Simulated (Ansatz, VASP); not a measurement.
## One calculation of BaTiO3, two programs

```xyz
5
Lattice="4.0325 0.0000 0.0000 0.0000 4.0325 0.0000 0.0000 0.0000 4.0325" Properties=species:S:1:pos:R:3 pbc="T T T"
Ba    2.0163    2.0163    2.0163
Ti    0.0000    0.0000    0.0000
O     0.0000    0.0000    2.0163
O     0.0000    2.0163    0.0000
O     2.0163    0.0000    0.0000
```

Change from the starting cell: volume scaled by 1.02.

Alike in both runs: task single point; functional PBE; k mesh 7 × 7 × 7; occupations fermi-dirac, width 0.05 eV; no spin polarisation.

|  | VASP | Ansatz |
| --- | --- | --- |
| version | VASP 6.6.1 | Ansatz 0.2.0 |
| potentials or method | VASP PAW PBE potentials, release 64 (Ba_sv, Ti_sv, O) | Ansatz PAW |
| plane-wave cutoff (eV) | 520 | 420 |
| valence electrons in the cell | 40 | 40 |

VASP gave:

| Property | Result |
| --- | --- |
| gap on the k mesh at the Fermi level (eV) | 1.76 |
| least direct gap on the mesh (eV) | 1.87 |
| pressure (GPa) | 0.1 |

Which values does Ansatz return?

gap on the k mesh at the Fermi level (eV): 1.82; least direct gap on the mesh (eV): 1.89; pressure (GPa): -1.6.

The functional is the same, so the differences come from potentials, cutoffs and numerics.

Caveats: spin-orbit coupling is left out, which moves the levels of the heavy elements; an odd mesh through Γ misses points on the zone boundary, where band edges often lie (VASP); odd divisions of the mesh miss points on the zone boundary, where band edges often lie, so the gap on the mesh can be too wide (Ansatz); the pressure holds a Pulay correction of +0.5 GPa for the finite cutoff (Ansatz).
